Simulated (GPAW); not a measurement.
Ni:

```
Ni
1.0
     2.45730    0.00000    0.00000
     1.22865    2.12808    0.00000
     1.22865    0.70936    2.00638
Ni
1
Direct
  0.00000 0.00000 0.00000
```

Base run:

```yaml
Program: GPAW 26.7.0
Functional: SCAN
Potentials_or_basis: GPAW PAW data sets (gpaw-data 1.2.1)
Cutoff: 600 eV
Basis: pw
k_mesh: 11 × 11 × 11
Occupations: fermi-dirac, width 0.05 eV
Spin: collinear spin, ferromagnetic start
Starting_moments: "[1.0] μB"
```

Its results: pressure 1.5 GPa; net moment 0.81 μB per cell; site moments Ni +0.88 μB.

Problem. The run is repeated on the same cell with these changes: functional from SCAN to WC; potentials or basis from GPAW PAW data sets (gpaw-data 1.2.1) to PAW data sets generated in the run's folder for this functional. What comes out?

Solution. Pressure 1.1 GPa; net moment 0.58 μB per cell; site moments Ni +0.61 μB.

Caveats: the stock nickel data set gives pressures a few GPa off other programs; the PAW data sets were made with another functional, which shifts forces and pressure a little (some runs).
